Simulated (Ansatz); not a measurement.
Crystal: BN.

```xyz
2
Lattice="0.0000 1.8130 1.8130 1.8130 0.0000 1.8130 1.8130 1.8130 0.0000" Properties=species:S:1:pos:R:3 pbc="T T T"
N     0.9065    0.9065    0.9065
B     0.0000    0.0000    0.0000
```

The cell is a database's computed one.

Base run:

```yaml
Program: Ansatz 0.2.0
Functional: RPBE
Potentials_or_basis: all-electron LAPW, scalar-relativistic
Cutoff: 445 eV
Density_cutoff: 1779 eV
Basis_error_allowed: 0.001 eV/atom
k_mesh: 13 × 13 × 13
Occupations: fermi-dirac, width 0.05 eV
Spin: no spin polarisation
```

Its results: band gap on the k mesh 4.57 eV, indirect (least direct gap 8.85 eV); pressure 5.4 GPa.

Question: The run is repeated on the same cell with these changes: functional from RPBE to PBEsol. What comes out?

Answer: Band gap on the k mesh 4.35 eV, indirect (least direct gap 8.72 eV); pressure -6.3 GPa.

PBEsol binds more tightly than RPBE, so the same cell stands under less pressure.

A k mesh can miss the band edges.

Not every run made on this cell is shown here.
